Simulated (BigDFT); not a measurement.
# KBr (Pm-3m) in BigDFT: convergence with k mesh

Aim: find how far k mesh must go before the results for KBr settle, at PBEsol. This setting moves, with any that are tied to it; all else stays.

Program: BigDFT 1.9.6. These are calculated values, not measurements. Logs are shortened: lines on timing, memory, paths and dates and some standing lists are left out, and cuts for length are marked.

## 1. Starting point

It takes space group Pm-3m (No. 221, cubic). Conventional cell: a = 4.043 Å, b = 4.043 Å, c = 4.043 Å, α = 90.00°, β = 90.00°, γ = 90.00°. Br (site symmetry m-3m) is surrounded by 8 K at 3.50 Å. K (site symmetry m-3m) has 8 Br at 3.50 Å as nearest neighbours.

Measurements of this composition are mostly on another form, of space group No. 225.

## 2. With k mesh 2 × 2 × 2

Input file input.yaml:

```yaml
dft:
  hgrids: 0.43
  rmult: [10.0, 8.0]
  ixc: -116133
  gnrm_cv: 3.e-05
  ncong: 2
  idsx: 6
  itermax: 80
  nrepmax: 2
kpt:
  method: mpgrid
  ngkpt: [2, 2, 2]
ig_occupation:
  Br: {4p: 5.0, 4s: 2.0}
  K: {3d: 0.0, 3p: 6.0, 3s: 2.0, 4p: 0.0, 4s: 1.0}
```

Input file posinp.ascii:

```
# KBr
4.0434990000 0.0 4.0434990000
0.0 0.0 4.0434990000
#keyword: angstroem, periodic
   2.0217495000    2.0217495000    2.0217495000 Br
   0.0000000000    0.0000000000    0.0000000000 K
```

Potentials or basis: GTH-PBE (Br q7, K q9).

On the command line:

```sh
$ OMP_NUM_THREADS=1 bigdft  # reads input.yaml, posinp.ascii, psppar.Br, psppar.K
```

It took 17 s on 1 thread of Intel Xeon 6975P-C (Granite Rapids), shared host; peak memory 0.24 GiB.

The run converged. Its results:

- Free energy: -1134.4095 eV
- Pressure: 0.4 GPa

## 3. With k mesh 3 × 3 × 3

input.yaml, as its differences from that of step 2:

```diff
@@ -11,3 +11,3 @@
   method: mpgrid
-  ngkpt: [2, 2, 2]
+  ngkpt: [3, 3, 3]
 ig_occupation:
```

posinp.ascii is that of step 2.

Potentials or basis: GTH-PBE (Br q7, K q9).

On the command line:

```sh
$ OMP_NUM_THREADS=1 bigdft  # reads input.yaml, posinp.ascii, psppar.Br, psppar.K
```

Wall time 16 s (1 thread of Intel Xeon 6975P-C (Granite Rapids), shared host); peak memory 0.24 GiB.

Results (log left out):

| Item | Value |
| --- | --- |
| Free energy | -1134.6851 eV |
| Pressure | -1.0 GPa |

## 4. With k mesh 4 × 4 × 4

input.yaml, as its differences from that of step 3:

```diff
@@ -11,3 +11,3 @@
   method: mpgrid
-  ngkpt: [3, 3, 3]
+  ngkpt: [4, 4, 4]
 ig_occupation:
```

posinp.ascii is that of step 3.

On the command line:

```sh
$ OMP_NUM_THREADS=1 bigdft  # reads input.yaml, posinp.ascii, psppar.Br, psppar.K
```

It took 41 s on 1 thread of Intel Xeon 6975P-C (Granite Rapids), shared host; peak memory 0.57 GiB.

The run converged. Its results:

- Free energy: -1134.7117 eV
- Pressure: -1.2 GPa

## 5. With k mesh 5 × 5 × 5

input.yaml, as its differences from that of step 4:

```diff
@@ -11,3 +11,3 @@
   method: mpgrid
-  ngkpt: [4, 4, 4]
+  ngkpt: [5, 5, 5]
 ig_occupation:
```

posinp.ascii is that of step 4.

On the command line:

```sh
$ OMP_NUM_THREADS=1 bigdft  # reads input.yaml, posinp.ascii, psppar.Br, psppar.K
```

It took 38 s on 1 thread of Intel Xeon 6975P-C (Granite Rapids), shared host; peak memory 0.57 GiB.

Results (log left out):

```yaml
Free_energy: -1134.7158 eV
Pressure: -1.2 GPa
```

## 6. With k mesh 6 × 6 × 6

input.yaml, as its differences from that of step 5:

```diff
@@ -11,3 +11,3 @@
   method: mpgrid
-  ngkpt: [5, 5, 5]
+  ngkpt: [6, 6, 6]
 ig_occupation:
```

posinp.ascii is that of step 5.

Potentials or basis: GTH-PBE (Br q7, K q9).

On the command line:

```sh
$ OMP_NUM_THREADS=1 bigdft  # reads input.yaml, posinp.ascii, psppar.Br, psppar.K
```

Wall time 82 s (1 thread of Intel Xeon 6975P-C (Granite Rapids), shared host); peak memory 1.1 GiB.

It converged, with:

```yaml
Free_energy: -1134.7164 eV
Pressure: -1.2 GPa
```

## 7. With k mesh 7 × 7 × 7

input.yaml, as its differences from that of step 6:

```diff
@@ -11,3 +11,3 @@
   method: mpgrid
-  ngkpt: [6, 6, 6]
+  ngkpt: [7, 7, 7]
 ig_occupation:
```

posinp.ascii is that of step 6.

On the command line:

```sh
$ OMP_NUM_THREADS=1 bigdft  # reads input.yaml, posinp.ascii, psppar.Br, psppar.K
```

Run time: 77 s. Hardware: 1 thread of Intel Xeon 6975P-C (Granite Rapids), shared host; peak memory 1.1 GiB.

The run converged. Its results:

```yaml
Free_energy: -1134.7165 eV
Pressure: -1.2 GPa
```

## 8. With k mesh 8 × 8 × 8

input.yaml, as its differences from that of step 7:

```diff
@@ -11,3 +11,3 @@
   method: mpgrid
-  ngkpt: [7, 7, 7]
+  ngkpt: [8, 8, 8]
 ig_occupation:
```

posinp.ascii is that of step 7.

On the command line:

```sh
$ OMP_NUM_THREADS=1 bigdft  # reads input.yaml, posinp.ascii, psppar.Br, psppar.K
```

Wall time 2.4 min (1 thread of Intel Xeon 6975P-C (Granite Rapids), shared host); peak memory 1.8 GiB.

Results (log left out):

| Item | Value |
| --- | --- |
| Free energy | -1134.7165 eV |
| Pressure | -1.2 GPa |

## 9. With k mesh 9 × 9 × 9

input.yaml, as its differences from that of step 8:

```diff
@@ -11,3 +11,3 @@
   method: mpgrid
-  ngkpt: [8, 8, 8]
+  ngkpt: [9, 9, 9]
 ig_occupation:
```

posinp.ascii is that of step 8.

Potentials or basis: GTH-PBE (Br q7, K q9).

On the command line:

```sh
$ OMP_NUM_THREADS=1 bigdft  # reads input.yaml, posinp.ascii, psppar.Br, psppar.K
```

Output:

```text
Version Number                        : 1.9.5-dirty
[... echo of the input with its defaults ...]
  #--------------------------------------------------------------------------------------- |
  #------------------------------------------------ Input Atomic System (file: posinp.ascii)
 Atomic System Properties:
   Number of atomic types              :  2
   Number of atoms                     :  2
   Types of atoms                      :  [ Br, K ]
   Boundary Conditions                 : Periodic #Code: P
   Box Sizes (AU)                      :  [  7.64111E+00,  7.64111E+00,  7.64111E+00 ]
   Number of Symmetries                :  48
   Space group                         : P m -3 m
  #-------------------------------------------------- Geometry optimization Input Parameters
 Geometry Optimization Parameters:
[... 6 lines left out ...]
  #------------------- K points description (Reduced and Brillouin zone coordinates, Weight)
 K points:
 -  {Rc:  [  0.0000,  0.0000,  0.0000 ], Bz:  [  0.0000,  0.0000,  0.0000 ], Wgt:  0.0014} # 0001
 -  {Rc:  [  0.1111,  0.0000,  0.0000 ], Bz:  [  0.0914,  0.0000,  0.0000 ], Wgt:  0.0082} # 0002
 -  {Rc:  [  0.2222,  0.0000,  0.0000 ], Bz:  [  0.1827,  0.0000,  0.0000 ], Wgt:  0.0082} # 0003
 -  {Rc:  [  0.3333,  0.0000,  0.0000 ], Bz:  [  0.2741,  0.0000,  0.0000 ], Wgt:  0.0082} # 0004
 -  {Rc:  [  0.4444,  0.0000,  0.0000 ], Bz:  [  0.3655,  0.0000,  0.0000 ], Wgt:  0.0082} # 0005
 -  {Rc:  [  0.1111,  0.1111,  0.0000 ], Bz:  [  0.0914,  0.0914,  0.0000 ], Wgt:  0.0165} # 0006
[... 27 lines left out ...]
 -  {Rc:  [  0.4444,  0.4444,  0.3333 ], Bz:  [  0.3655,  0.3655,  0.2741 ], Wgt:  0.0329} # 0034
 -  {Rc:  [  0.4444,  0.4444,  0.4444 ], Bz:  [  0.3655,  0.3655,  0.3655 ], Wgt:  0.0110} # 0035
  #------------------------------------------------------------------------ Input parameters
 DFT parameters:
   eXchange Correlation:
     XC ID                             :  &ixc -116133
     Exchange-Correlation reference    : "XC= Perdew, Burke & Ernzerhof SOL"
     XC functional implementation      : libXC
     Spin polarization                 :  No
 Basis set definition:
   Suggested Grid Spacings (a0)        :  [  0.43,  0.43,  0.43 ]
   Coarse and Fine Radii Multipliers   :  [  10.0,  8.0 ]
 Self-Consistent Cycle Parameters:
   Wavefunction:
     Gradient Norm Threshold           :  &gnrm_cv  3.0E-05
     CG Steps for Preconditioner       :  2
     DIIS History length               :  6
     Max. Wfn Iterations               :  &itermax  80
     Max. Subspace Diagonalizations    :  2
     Input wavefunction policy         : INPUT_PSI_LCAO # 0
     Output wavefunction policy        : NONE # 0
     Output grid policy                : NONE # 0
     Virtual orbitals                  :  0
     Number of plotted density orbitals:  0
   Density/Potential:
     Max. Iterations                   :  1
  #----------------------------------------------------------------------- System Properties
 Properties of atoms in the system:
 - Symbol                              : Br #Type No.  01
   No. of Electrons                    :  7
   No. of Atoms                        :  1
   Radii of active regions (AU):
     Coarse                            :  1.30115
     Fine                              :  0.43804
     Coarse PSP                        :  1.06446
     Source                            : Hard-Coded
   Grid Spacing threshold (AU)         :  1.10
   Pseudopotential type                : HGH-K
   No. of projectors                   :  14
[... 237 lines left out ...]
 DIIS weights: [-8.63E-03,  2.10E-02, -9.92E-02,  9.12E-02, -4.43E-01,  1.44E+00,
                -1.25E-12],           Orthogonalization Method:  0}
       -  &FINAL001  { #---------------------------------------------------------- iter: 13
 Total electronic charge:  15.999999985194,
 iter:  13, EKS: -4.17000636457948204E+01, gnrm:  2.98E-05, D: -4.53E-09,  #FINAL
 Energies: {Ekin:  1.48410379023E+01, Epot: -2.72985604255E+01, Enl:  7.42068414282E+00,
              EH:  8.48388838565E+00,  EXC: -6.87825241239E+00, EvXC: -8.96719913455E+00,
            Eion: -3.02682836019E+01},
 }
       Non-Hermiticity of Hamiltonian in the Subspace:  1.89E-30
        #Eigenvalues and New Occupation Numbers
       Orbitals: [
  # Kpt #0001 BZ coord. =     0.000000    0.000000    0.000000
 {e: -1.006964867581E+00, f:  2.0000, k:  1},  # 00001
 {e: -4.138531901237E-01, f:  2.0000, k:  1},  # 00002
 {e: -3.877101671882E-01, f:  2.0000, k:  1},  # 00003
 {e: -3.877101671882E-01, f:  2.0000, k:  1},  # 00004
 {e: -3.877101482390E-01, f:  2.0000, k:  1},  # 00005
 {e:  4.579295905224E-02, f:  2.0000, k:  1},  # 00006
 {e:  4.579295905224E-02, f:  2.0000, k:  1},  # 00007
 {e:  4.579295954888E-02, f:  2.0000, k:  1},  # 00008
  # Kpt #0002 BZ coord. =     0.091365    0.000000    0.000000
 {e: -1.006921667390E+00, f:  2.0000, k:  2},  # 00001
 {e: -4.146958295330E-01, f:  2.0000, k:  2},  # 00002
 {e: -3.876247259458E-01, f:  2.0000, k:  2},  # 00003
 {e: -3.876247132504E-01, f:  2.0000, k:  2},  # 00004
 {e: -3.867899535251E-01, f:  2.0000, k:  2},  # 00005
 {e:  3.534513811827E-02, f:  2.0000, k:  2},  # 00006
 {e:  4.590974396785E-02, f:  2.0000, k:  2},  # 00007
[... 282 lines left out ...]
 {e: -4.021084773948E-01, f:  2.0000, k:  34},  # 00002
 {e: -3.920071650179E-01, f:  2.0000, k:  34},  # 00003
 {e: -3.914816922193E-01, f:  2.0000, k:  34},  # 00004
 {e: -3.905489565331E-01, f:  2.0000, k:  34},  # 00005
 {e:  3.341035955885E-03, f:  2.0000, k:  34},  # 00006
 {e:  3.347841879203E-03, f:  2.0000, k:  34},  # 00007
 {e:  1.302525146918E-02, f:  2.0000, k:  34},  # 00008
  # Kpt #0035 BZ coord. =     0.365461    0.365461    0.365461
 {e: -1.005941920293E+00, f:  2.0000, k:  35},  # 00001
 {e: -4.006344739999E-01, f:  2.0000, k:  35},  # 00002
 {e: -3.917381798030E-01, f:  2.0000, k:  35},  # 00003
 {e: -3.917381798030E-01, f:  2.0000, k:  35},  # 00004
 {e: -3.916844238966E-01, f:  2.0000, k:  35},  # 00005
 {e:  3.041698321352E-03, f:  2.0000, k:  35},  # 00006
 {e:  3.041698321352E-03, f:  2.0000, k:  35},  # 00007
 {e:  3.628404655712E-03, f:  2.0000, k:  35}] # 00008
 Last Iteration                        : *FINAL001
  #---------------------------------------------------------------------- Forces Calculation
 Total electronic charge               :  15.999999985194
 Poisson Solver:
   BC                                  : Periodic
   Box                                 :  [  36,  36,  36 ]
[... multipoles left out: they have no meaning along periodic directions ...]
 Calculate local forces                :  Yes
 Calculate Non Local forces            :  Yes
 Stress Tensor calculated              :  Yes
 Stress Tensor:
   Total stress tensor matrix (Ha/Bohr^3):
   -  [  4.174776866481E-05,  0.00000000000, -7.058608314511E-23 ]
   -  [  0.00000000000,  4.174776866482E-05,  0.00000000000 ]
   -  [ -7.058608314511E-23,  0.00000000000,  4.174776866483E-05 ]
   Pressure:
     Ha/Bohr^3                         :  4.17477686648187E-05
     GPa                               :  1.22826
     PV (Ha)                           :  1.86252404083057E-02
  #-------------------------------- Warnings obtained during the run, check their relevance!
 WARNINGS:
 - PSP generated with a different XC. Input XC is "XC= Perdew, Burke & Ernzerhof SOL"
 BigDFT infocode                       :  0
 Average noise forces: {x: -3.16802906E-06, y: -3.15624165E-06, z: -3.17940038E-06,
                    total:  5.48697150E-06}
 Clean forces norm (Ha/Bohr): {maxval:  7.794112823860E-06, fnrm2:  6.074938878107E-11}
  #-------------------------------------------------------------------- Atomic Forces (Ha/Bohr)
 Atomic Forces (Ha/Bohr):
 -  {Br: [ 0.000000000000E+00,  0.000000000000E+00,  0.000000000000E+00]} # 0001
 -  {K: [ 0.000000000000E+00,  0.000000000000E+00,  0.000000000000E+00]} # 0002
 Energy (Hartree)                      : -4.17000636457948204E+01
 Force Norm (Hartree/Bohr)             :  0.00000000000000000E+00
```

Wall time 2.2 min (1 thread of Intel Xeon 6975P-C (Granite Rapids), shared host); peak memory 1.8 GiB.

Results:

* Free energy: -1134.7165 eV
* Pressure: -1.2 GPa

## 10. Result

```tsv
k mesh	energy less the tightest run, at zero smearing (meV/atom)	pressure (GPa)	SCF cycles	CPU time (s)	peak memory (GiB)
2 × 2 × 2	153.54	0.38	15	17	0.24
3 × 3 × 3	15.73	-1.01	13	16	0.24
4 × 4 × 4	2.41	-1.19	14	41	0.57
5 × 5 × 5	0.39	-1.22	13	38	0.57
6 × 6 × 6	0.08	-1.23	14	82	1.1
7 × 7 × 7	0.01	-1.23	13	77	1.1
8 × 8 × 8	0.01	-1.23	14	140	1.8
9 × 9 × 9	0.00	-1.23	13	130	1.8
```

Against the tightest run, the energy stays within 1 meV/atom from 5 × 5 × 5 on; the pressure stays within 0.1 GPa from 4 × 4 × 4 on. Meshes of other sizes hit other points, so gaps and Fermi surfaces needn't settle smoothly. The tightest run that finished is the yardstick and may itself not be fully converged.

Caveats: the potentials were made for another functional, which shifts forces and pressure.
